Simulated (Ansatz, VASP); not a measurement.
**Ga3P3H8 (GaP wire along [110], 6 atoms a period, H-terminated): VASP beside Ansatz**

One calculation is typed for both programs; each brings its own data sets. How far apart do they land? The structure shown is the start of the Ansatz relaxation below; VASP solves that cell, so the two are compared at the walk's first step.

Program: Ansatz 0.2.0. Level of theory: plane waves, with VASP 6.6.1 beside it; single point at PBE. Results are calculated unless marked as measured.

**1. The structure**

The cell holds 14 atoms: 8 H, 3 Ga and 3 P. Cell: a = 12.670 Å, b = 13.276 Å, c = 3.896 Å, α = 90.0°, β = 90.0°, γ = 90.0°. Vacuum lies along a and b. The structure's axis is c.

**2. Ansatz: relaxation, PBE**

Ansatz runs on its PAW soft_1 files.

The two programs are compared at the cell with which this relaxation starts, whose forces are those of its first step.

File input.yaml:

```yaml
crystal:
  lattice:
    - [12.67, 0.0, 0.0]
    - [0.0, 13.276, 0.0]
    - [0.0, 0.0, 3.8961583643]
  atoms:
    - { symbol: H, position: [0.370236579, 0.256101235, 0.0] }
    - { symbol: Ga, position: [0.442234482, 0.353273923, 0.0] }
    - { symbol: H, position: [0.731675163, 0.50001083, 0.168888049] }
    - { symbol: H, position: [0.268350434, 0.50001083, 0.299677272] }
    - { symbol: P, position: [0.550955871, 0.646747737, 0.5] }
    - { symbol: P, position: [0.550955871, 0.353273923, 0.5] }
    - { symbol: H, position: [0.61611853, 0.73469517, 0.5] }
    - { symbol: H, position: [0.61611853, 0.26532649, 0.5] }
    - { symbol: Ga, position: [0.65967726, 0.50001083, 0.5] }
    - { symbol: H, position: [0.268350434, 0.50001083, 0.700322728] }
    - { symbol: H, position: [0.731675163, 0.50001083, 0.831111951] }
    - { symbol: P, position: [0.333513093, 0.50001083, 0.0] }
    - { symbol: H, position: [0.370236579, 0.743920425, 0.0] }
    - { symbol: Ga, position: [0.442234482, 0.646747737, 0.0] }
kpoints:
  mp_grid: { grid: [1, 1, 21] }
scf:
  occupations: { method: fermi_dirac, width: 0.05 }
hamiltonian:
  xc: pbe
  pseudopotentials: { kind: paw, azcp: { folder: soft_1 } }
relax:
  cell: { fix: [a, b, alpha, beta, gamma] }
  max_steps: 45
  f_tol: 0.03
```

Run with:

```bash
> ansatz run input.yaml --threads 4 --pin off --max-ram 16384MiB --backend cpu --events-out ev --progress --plain --runs-dir out
```

Numbers of over 12 decimals in the logs are rounded to 6 here.

The program printed:

```text
Engine: ansatz 0.2.0, aarch64-unknown-linux-gnu
Pseudopotentials: kind: paw
Pseudopotential: H, paw, valence charge 1, recommended cutoff 420 eV (normal), soft_1/H.paw.azcp
Pseudopotential: Ga, paw, valence charge 13, recommended cutoff 420 eV (normal), soft_1/Ga.paw.azcp
Pseudopotential: P, paw, valence charge 5, recommended cutoff 420 eV (normal), soft_1/P.paw.azcp
Functional definition: PBE
  parameter kappa = 0.804
  parameter beta = 0.066725
  exchange = pbe_x(kappa = kappa, mu = beta*pi^2/3)
  correlation = pbe_c(beta = beta)
Crystal: 14 atoms, lattice volume = 655.361 Å³
Basis set: ecut = 420 eV, 12859 PW (Γ), exchange–correlation on 180×180×54 points (8 copies of the dense FFT grid, shifted against one another)
Bands: 45, of which v1, the nominal top of the filled ones, is band 31 counted from 1 (30 counted from 0)
Symmetry: 4 space group operations
Space group: Pmm2 (ITA 25), of the structure as read, at distance tolerance 8.7e-5 Å
k-points: 11 of 21
Non-local potential: H, projectors of the file, l = 0: 2, l = 1: 1
Non-local potential: Ga, projectors of the file, l = 0: 2, l = 1: 2, l = 2: 3, l = 3: 1
Non-local potential: P, projectors of the file, l = 0: 2, l = 1: 2, l = 2: 1
PAW form: soft (Blöchl's): semilocal exchange-correlation on the pseudo side does not see the compensation charge
PAW one-centre angular grid: H, 110 points (default); XC on 64 Gauss nodes
PAW one-centre angular grid: Ga, 590 points (default); XC on 64 Gauss nodes
PAW one-centre angular grid: P, 110 points (default); XC on 64 Gauss nodes
Initial density: superposition of atomic densities (neutral atoms: chi_scale 0, normalization atom)
Initial wavefunctions: pseudopotential atomic-orbital guess
Functional: x = pbe(κ = 0.804, μ = 0.219515), c = pbe(β = 0.066725)
SCF iter   1: F=—  HF=-13745.365219 eV  |F-HF|=—  |Δ(HF+E_count)|=         —  Δρ=3.71e-2  dr2=9.32e0  ethr=3.10e-3  ⟨swp⟩=9.9  Hψ=2760  notcnv=0  defer=6
preconditioner: auto → Resta (q_TF=auto, 1.842 Å⁻¹)  ε∞=1.7  [insulator: Δε(μ)=2.405 eV  Ē_g=14.017 eV  σ=0.050 eV  W_gap=1.00  n_scr=62 (ndim 8)  ℏωp=11.4 eV  f_vac=0.608  D(μ)=0.00/eV (n_scr^D=0)  ε∞_Penn≈1.7  vacuum switching on, ρ_ref=1.4e-2 e/Å³]
SCF iter   2: F=—  HF=-13742.695842 eV  |F-HF|=—  |Δ(HF+E_count)|=    2.67e0  Δρ=1.57e-2  dr2=1.55e0  ethr=3.10e-3  ⟨swp⟩=4.6  Hψ=1174  notcnv=0  defer=88
preconditioner: auto → LDOS  [metal: Δε(μ)=0.125 eV  Ē_g=14.083 eV  σ=0.050 eV  W_gap=0.49  n_scr=62 (ndim 8)  ℏωp=11.4 eV  f_vac=0.631  D(μ)=2.15/eV (n_scr^D=8)  β→1.0]
SCF iter   3: F=—  HF=-13742.420974 eV  |F-HF|=—  |Δ(HF+E_count)|=   2.75e-1  Δρ=6.40e-3  dr2=6.63e-1  ethr=2.50e-3  ⟨swp⟩=3.6  Hψ=1204  notcnv=0  defer=67
SCF iter   4: F=—  HF=-13742.281603 eV  |F-HF|=—  |Δ(HF+E_count)|=   1.39e-1  Δρ=2.88e-3  dr2=4.38e-2  ethr=1.07e-3  ⟨swp⟩=3.0  Hψ=933  notcnv=0  defer=67
SCF iter   5: F=—  HF=-13742.265753 eV  |F-HF|=—  |Δ(HF+E_count)|=   1.58e-2  Δρ=8.31e-4  dr2=8.91e-3  ethr=7.06e-5  ⟨swp⟩=2.7  Hψ=1028  notcnv=0  defer=58
SCF iter   6: F=—  HF=-13742.264786 eV  |F-HF|=—  |Δ(HF+E_count)|=   9.67e-4  Δρ=3.55e-4  dr2=1.01e-3  ethr=1.44e-5  ⟨swp⟩=2.0  Hψ=834  notcnv=0  defer=58
SCF iter   7: F=—  HF=-13742.265142 eV  |F-HF|=—  |Δ(HF+E_count)|=   3.56e-4  Δρ=1.55e-4  dr2=4.33e-4  ethr=1.63e-6  ⟨swp⟩=2.5  Hψ=838  notcnv=0  defer=58
SCF iter   8: F=—  HF=-13742.265154 eV  |F-HF|=—  |Δ(HF+E_count)|=   1.23e-5  Δρ=5.41e-5  dr2=7.30e-5  ethr=6.98e-7  ⟨swp⟩=2.0  Hψ=487  notcnv=0  defer=58
SCF iter   9: F=—  HF=-13742.265080 eV  |F-HF|=—  |Δ(HF+E_count)|=   7.48e-5  Δρ=2.01e-5  dr2=4.16e-6  ethr=1.18e-7  ⟨swp⟩=2.0  Hψ=491  notcnv=0  defer=58
SCF iter  10: F=—  HF=-13742.265081 eV  |F-HF|=—  |Δ(HF+E_count)|=   1.05e-6  Δρ=7.62e-6  dr2=7.02e-7  ethr=6.71e-9  ⟨swp⟩=2.1  Hψ=628  notcnv=0  defer=58
SCF iter  11: F=—  HF=-13742.265081 eV  |F-HF|=—  |Δ(HF+E_count)|=   2.08e-7  Δρ=3.59e-6  dr2=2.44e-7  ethr=1.13e-9  ⟨swp⟩=2.1  Hψ=683  notcnv=0  defer=58
SCF iter  12: F=-13742.265081 eV  HF=-13742.265081 eV  |F-HF|=5.80e-9  |Δ(HF+E_count)|=   3.39e-8  Δρ=1.59e-6  dr2=3.34e-8  ethr=1.61e-10  ⟨swp⟩=5.5  Hψ=1710  notcnv=0
SCF 1 converged in 12 iterations: F = -13742.265081 eV  dr2 = 3.34e-8
  greatest PAW one-centre occupation: 0.994 electrons in one spin orbital (limit 2), on the Ga atom at site 13 (counted from 0), in its partial waves of l = 2
relax step   1: F+E_penalty+E_count = -13742.26508086 eV  Δ(F+E_penalty+E_count) = +0.000e0 eV  max|allowed force component| = 1.356e0 eV/Å  Δτ_max = 0.0000 Å  P = +0.368 GPa  Ω = 655.361 Å³  fix = [a, b, alpha, beta, gamma]  reactions: a -0.037, b -0.048 GPa  (12 SCF iters, dr2 threshold 1.00e-7 eV, accepted)
[...]
relax step   3: F+E_penalty+E_count = -13743.16181851 eV  Δ(F+E_penalty+E_count) = -6.202e-2 eV  max|allowed force component| = 1.110e-1 eV/Å  Δτ_max = 0.0560 Å  P = -0.065 GPa  Ω = 693.907 Å³  energy of the carried Pulay correction = -5.469e-3 eV  fix = [a, b, alpha, beta, gamma]  reactions: a -0.116, b -0.127 GPa  (6 SCF iters, dr2 threshold 1.40e-6 eV, accepted)
[...]
relax step   4: F+E_penalty+E_count = -13743.16714000 eV  Δ(F+E_penalty+E_count) = -5.321e-3 eV  max|allowed force component| = 1.187e-2 eV/Å  Δτ_max = 0.0388 Å  P = +0.006 GPa  Ω = 696.781 Å³  energy of the carried Pulay correction = -5.865e-3 eV  fix = [a, b, alpha, beta, gamma]  reactions: a -0.003, b +0.028 GPa  (6 SCF iters, dr2 threshold 7.71e-7 eV, accepted)
[...]
relax step   5: F+E_penalty+E_count = -13743.17494540 eV  Δ(F+E_penalty+E_count) = -7.805e-3 eV  max|allowed force component| = 1.248e-2 eV/Å  Δτ_max = 0.0000 Å  P = +0.014 GPa  Ω = 696.781 Å³  fix = [a, b, alpha, beta, gamma]  reactions: a -0.000, b +0.031 GPa  stress off target by 1.04e-2 GPa on what of the cell is left free  SCF on the basis re-selected at this cell (its energy is not comparable with the rows above)  (7 SCF iters)
basis re-selected at this cell: Δ(F+E_penalty+E_count) = -7.805e-3 eV, ΔP = +0.008 GPa vs the last step (what re-selecting the basis moved, of the pressure what is left beyond the Pulay correction that the steps carried, after the strain that the cell walked since its last selection, with what the two solves' SCF thresholds leave and, on support functions, any second-order correction that the steps lacked; it is no measure of the basis error at this ecutwfc). The dense FFT grid was sized anew with the basis: this SCF ran on 90×90×30 points, the steps before it on 90×90×27, so part of this shift can come from that change (see relax.cell in the input reference). [rest of the remark cut]
SCF converged after 7 iterations
Free energy (F): -13743.174945 eV
Harris-Foulkes:  -13743.174945 eV  (|F-HF|=3.55e-10)
Internal energy: -13743.174945 eV  (E = F + TS)
E sigma→0 (E₀):  -13743.174945 eV
Entropy (-TS):   -0.000001 eV (-0.000 meV/atom)
Fermi energy:    -1.471287 eV
--- Per-component energies (eV) ---
  E_band       = -740.631197
  E_kinetic    = 644.295006
  E_local      = -16478.635763  (includes V_loc(G=0)·N_el)
  E_nonlocal   = -177.481420
  E_hartree    = 8479.198777
  E_xc         = -476.800060
  E_vxc        = -438.275297  (∫ρ·V_xc dr)
  E_paw        = -7652.900687  (= ΣΔE_a)
  E_vpaw       = -1248.923163  (= ΣTr[D̂ρ^β])
  E_aug_tail   = -0.008406  (compensation charges beyond the density's cutoff)
  E_ewald      = 1919.157609
  E_smearing   = -0.000001  (= −TS)
  E_closure    = -0.000000  (closes the sum)
  Σ components = -13743.174945   (vs F -13743.174945, Δ=0.00e0)
--- Forces (eV/Å), atoms counted from 1 ---
  atom   1  H     -0.00726997    -0.00939176     0.00000000
  atom   2  Ga     0.01109219    -0.00223589     0.00000000
  atom   3  H      0.00761312     0.00000000     0.00521165
  atom   4  H     -0.00121801     0.00000000    -0.00665952
  atom   5  P      0.00722058     0.01247743     0.00000000
  atom   6  P      0.00722058    -0.01247743     0.00000000
  atom   7  H     -0.01055572    -0.00003869     0.00000000
  atom   8  H     -0.01055572     0.00003869     0.00000000
  atom   9  Ga    -0.00811578     0.00000000     0.00000000
  atom  10  H     -0.00121801     0.00000000     0.00665952
  atom  11  H      0.00761312     0.00000000    -0.00521165
  atom  12  P     -0.00565074     0.00000000     0.00000000
  atom  13  H     -0.00726997     0.00939176     0.00000000
  atom  14  Ga     0.01109219     0.00223589     0.00000000
  max |Σ_I F_I| component: 2.12e-6 eV/Å
--- Stress (GPa, compression-positive) ---
       -0.000392       0.000000       0.000000
        0.000000       0.031439       0.000000
        0.000000       0.000000       0.010437
  P = ⅓ Tr σ = 0.0138 GPa (0.138 kbar)
--- Relaxed structure (4 steps of the walk, 4 accepted, 1 SCFs on fresh bases) ---
  F+E_penalty+E_count = -13743.17494540 eV   max|allowed force component| = 1.248e-2 eV/Å   (the final SCF, on the basis selected at the relaxed cell)
  cell:  # Å, volume = 696.7812 Å³
    - [12.67, 0.0, 0.0]
    - [0.0, 13.276, 0.0]
    - [0.0, 0.0, 4.142405]
  atoms:
    - { symbol: H, position: [0.366198, 0.249268, 0.0] }
    - { symbol: Ga, position: [0.443982, 0.340654, 0.0] }
    - { symbol: H, position: [0.730866, 0.50001083, 0.178417] }
    - { symbol: H, position: [0.275040, 0.50001083, 0.255742] }
    - { symbol: P, position: [0.543507, 0.637569, 0.5] }
    - { symbol: P, position: [0.543507, 0.362453, 0.5] }
    - { symbol: H, position: [0.606706, 0.726385, 0.5] }
    - { symbol: H, position: [0.606706, 0.273636, 0.5] }
    - { symbol: Ga, position: [0.670106, 0.50001083, 0.5] }
    - { symbol: H, position: [0.275040, 0.50001083, 0.744258] }
    - { symbol: H, position: [0.730866, 0.50001083, 0.821583] }
    - { symbol: P, position: [0.349627, 0.50001083, 0.0] }
    - { symbol: H, position: [0.366198, 0.750753, 0.0] }
    - { symbol: Ga, position: [0.443982, 0.659367, 0.0] }
```

[end of part 1 of 2]

[Lines on the potential files, build, host, timing and source positions are cut from VASP's logs without a mark.]

[Logs are printed without paths, hosts, clocks, repeated set-up lines and the standing remarks that a program may print on its own settings, such as how far it seeks lower states.]

[Hosts, paths, dates, database ids (printed as entryN), source tags and the programs' standing remarks are cut or masked in the printed files.]
